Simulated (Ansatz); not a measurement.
Input and command of a calculation in Ansatz (plane waves; scalar-relativistic PAW potentials unless the input names others):

```yaml
crystal:
  lattice:
    - [0.0, 2.0335415485, 2.0335415485]
    - [2.0335415485, 0.0, 2.0335415485]
    - [2.0335415485, 2.0335415485, 0.0]
  atoms:
    - { symbol: Li, position: [0.5, 0.5, 0.5], spin: 1.0 }
    - { symbol: F, position: [0.0, 0.0, 0.0], spin: 2.0 }
kpoints:
  mp_grid: { grid: [10, 10, 10] }
hamiltonian:
  xc: rpbe
scf:
  occupations: { method: gaussian, width: 0.02 }
output:
  forces: true
  eigenvalues: true
  stress: true
magnetization:
  spin_polarized: true
```

```bash
ansatz run input.yaml --threads 1 --pin off --max-ram 2560MiB --backend cpu --events-out ev --progress --plain --runs-dir out
```

Abridged log:
```
Basis set: ecut = 420 eV, 331 PW (Γ), exchange–correlation on 40×40×40 points (8 copies of the dense FFT grid, shifted against one another)
Bands: 11, of which v1, the nominal top of the filled ones, is band 5 counted from 1 (4 counted from 0)
Symmetry: 48 space group operations
k-points: 47 of 1000
SCF iter   1: F=—  HF=-1016.041138 eV  |F-HF|=—  |Δ(HF+E_count)|=         —  Δρ=2.14e-1 (↑2.01e-1 ↓2.14e-1) dr2=2.94e-1  dr2_m=6.51e0  M=0.000 μB ∫|m|=0.286 μB  β_m=0.30  ethr=2.94e-3  ⟨swp⟩=1.0  Hψ=7735  notcnv=0
SCF iter   2: F=—  HF=-1017.573307 eV  |F-HF|=—  |Δ(HF+E_count)|=    1.53e0  Δρ=1.60e-1 (↑1.39e-1 ↓1.60e-1) dr2=1.27e-1  dr2_m=3.39e0  M=0.000 μB ∫|m|=0.208 μB  β_m=0.30  ethr=2.94e-3  ⟨swp⟩=2.4  Hψ=1784  notcnv=0
SCF iter   3: F=—  HF=-1018.248942 eV  |F-HF|=—  |Δ(HF+E_count)|=   6.76e-1  Δρ=1.12e-1 (↑1.03e-1 ↓1.12e-1) dr2=1.98e-2  dr2_m=1.76e0  M=0.000 μB ∫|m|=0.157 μB  β_m=0.30  ethr=1.27e-3  ⟨swp⟩=2.6  Hψ=1841  notcnv=0
SCF iter   4: F=—  HF=-1018.576058 eV  |F-HF|=—  |Δ(HF+E_count)|=   3.27e-1  Δρ=7.72e-2 (↑7.72e-2 ↓7.69e-2) dr2=7.32e-4  dr2_m=9.15e-1  M=0.000 μB ∫|m|=0.121 μB  β_m=0.30  ethr=1.98e-4  ⟨swp⟩=2.7  Hψ=2091  notcnv=0  defer=14
SCF iter   5: F=—  HF=-1018.732949 eV  |F-HF|=—  |Δ(HF+E_count)|=   1.57e-1  Δρ=5.58e-2 (↑5.58e-2 ↓5.55e-2) dr2=5.69e-5  dr2_m=4.77e-1  M=0.000 μB ∫|m|=0.094 μB  β_m=0.30  ethr=7.32e-6  ⟨swp⟩=2.0  Hψ=2099  notcnv=0  defer=25
SCF iter   6: F=—  HF=-1018.812104 eV  |F-HF|=—  |Δ(HF+E_count)|=   7.92e-2  Δρ=4.03e-2 (↑4.03e-2 ↓4.03e-2) dr2=5.09e-7  dr2_m=2.50e-1  M=0.000 μB ∫|m|=0.073 μB  β_m=0.30  ethr=5.69e-7  ⟨swp⟩=2.0  Hψ=2049  notcnv=0  defer=32
SCF iter   7: F=—  HF=-1018.852502 eV  |F-HF|=—  |Δ(HF+E_count)|=   4.04e-2  Δρ=2.93e-2 (↑2.92e-2 ↓2.93e-2) dr2=1.15e-6  dr2_m=1.32e-1  M=0.000 μB ∫|m|=0.057 μB  β_m=0.30  ethr=5.09e-9  ⟨swp⟩=3.0  Hψ=2532  notcnv=0  defer=41
Mixer restart at iter 7: flushing history
spin-set hold released at iteration 7 (site moments contracting): the magnetisation degrees of freedom join the quasi-Newton model from the next iteration; the mixer history was flushed
SCF iter   8: F=—  HF=-1018.873295 eV  |F-HF|=—  |Δ(HF+E_count)|=   2.08e-2  Δρ=2.14e-2 (↑2.13e-2 ↓2.14e-2) dr2=8.02e-7  dr2_m=7.01e-2  M=0.000 μB ∫|m|=0.044 μB  β_m=0.65  ethr=5.09e-9  ⟨swp⟩=3.1  Hψ=2386  notcnv=0  defer=44
SCF iter   9: F=—  HF=-1018.896059 eV  |F-HF|=—  |Δ(HF+E_count)|=   2.28e-2  Δρ=1.11e-3 (↑1.11e-3 ↓1.01e-3) dr2=1.14e-6  dr2_m=1.73e-4  M=0.000 μB ∫|m|=0.006 μB  β_m=0.82  ethr=5.09e-9  ⟨swp⟩=3.9  Hψ=2648  notcnv=0  defer=45
SCF iter  10: F=—  HF=-1018.896200 eV  |F-HF|=—  |Δ(HF+E_count)|=   1.41e-4  Δρ=4.62e-4 (↑3.18e-4 ↓4.62e-4) dr2=2.18e-6  dr2_m=2.34e-5  M=0.000 μB ∫|m|=0.002 μB  β_m=0.91  ethr=5.09e-9  ⟨swp⟩=2.5  Hψ=1596  notcnv=0  defer=45
SCF iter  11: F=—  HF=-1018.896725 eV  |F-HF|=—  |Δ(HF+E_count)|=   5.26e-4  Δρ=2.07e-4 (↑2.07e-4 ↓1.89e-4) dr2=1.47e-5  dr2_m=1.41e-8  M=0.000 μB ∫|m|=0.000 μB  β_m=0.66  ethr=5.09e-9  ⟨swp⟩=2.5  Hψ=1514  notcnv=0  defer=45
SCF iter  12: F=—  HF=-1018.896721 eV  |F-HF|=—  |Δ(HF+E_count)|=   4.73e-6  Δρ=1.16e-5 (↑1.11e-5 ↓1.16e-5) dr2=2.57e-8  dr2_m=9.58e-9  M=0.000 μB ∫|m|=0.000 μB  β_m=0.80  ethr=5.09e-9  ⟨swp⟩=2.0  Hψ=1362  notcnv=0  defer=45
SCF iter  13: F=—  HF=-1018.896721 eV  |F-HF|=—  |Δ(HF+E_count)|=   3.18e-8  Δρ=1.47e-6 (↑1.47e-6 ↓1.47e-6) dr2=8.01e-10  dr2_m=2.76e-11  M=0.000 μB ∫|m|=0.000 μB  β_m=0.80  ethr=2.57e-10  ⟨swp⟩=5.2  Hψ=4653  notcnv=0
SCF iter  14: F=-1018.896721 eV  HF=-1018.896721 eV  |F-HF|=9.55e-12  |Δ(HF+E_count)|=  3.88e-11  Δρ=1.23e-7 (↑1.23e-7 ↓8.96e-8) dr2=2.76e-12  dr2_m=3.56e-13  M=0.000 μB ∫|m|=0.000 μB  ethr=8.01e-12  ⟨swp⟩=2.1  Hψ=1901  notcnv=0
SCF 1 converged in 14 iterations: F = -1018.896721 eV  dr2 = 2.76e-12
WARN: the starting moments were not kept: the SCF closed with an absolute magnetisation of 3.3e-7 μB, where they sum to 3 μB in size (2 sites). That is at most 0.1 of that sum. Measured as dr2_m measures the in/out step, that magnetisation stands 7.5e-14 eV from none, at or under the dr2_threshold of 1.0e-7 eV: it is no larger than a step whose dr2_m would equal this threshold. The system may hold no moment; this SCF shows only that its start led to no more than that. To try another start: raise the starting moments (crystal.atoms[].spin, magnetization.per_species, magnetization.initial_magnet ...
SCF converged after 14 iterations
Magnetization: 0.0000 μB (5.0000 up, 5.0000 down)
Absolute magnetization: 0.0000 μB (∫|ρ↑−ρ↓|, with the PAW one-centre terms)
Spin contamination: 0.0000 ħ² per cell (⟨S²⟩ above its minimum at these occupations)
Per-site moments (μB) at R_I (Å): [(-1.37444412e-8, 0.83883588), (1.57907811e-7, 0.83883588)]
Free energy (F): -1018.896721 eV
Harris-Foulkes:  -1018.896721 eV  (|F-HF|=9.55e-12)
Internal energy: -1018.896721 eV  (E = F + TS)
E sigma→0 (E₀):  -1018.896721 eV
Fermi energy:    5.515590 eV
--- Forces (eV/Å), atoms counted from 1 ---
  atom   1  Li     0.00000000     0.00000000     0.00000000
  atom   2  F      0.00000000     0.00000000     0.00000000
--- Stress (GPa, compression-positive) ---
        4.395178       0.000000       0.000000
        0.000000       4.395178       0.000000
        0.000000       0.000000       4.395178
  P = ⅓ Tr σ = 4.3952 GPa (43.952 kbar)
```

Apart from outputs, empty bands and the relaxation, which only the reference makes, the input differs from a reference run on usual settings in hamiltonian.xc: "pbe" → "rpbe"; magnetization: not typed → {"spin_polarized": true} (random starting moments); basis.ecutwfc: 420 → not typed. The reference, at the same geometry, ended its own course with pressure 0.04 GPa, largest force 0.000 eV/Å, gap on the mesh 8.84 eV. This run converged in 14 SCF iterations with a total energy on another zero, pressure 4.40 GPa, largest force 0.000 eV/Å, gap on the mesh 9.09 eV.

The run took 2.8 s on 1 thread of Intel(R) Xeon(R) Platinum 8259CL CPU @ 2.50GHz (Skylake/Cascade Lake), on a shared host, peak memory 0.31 GiB.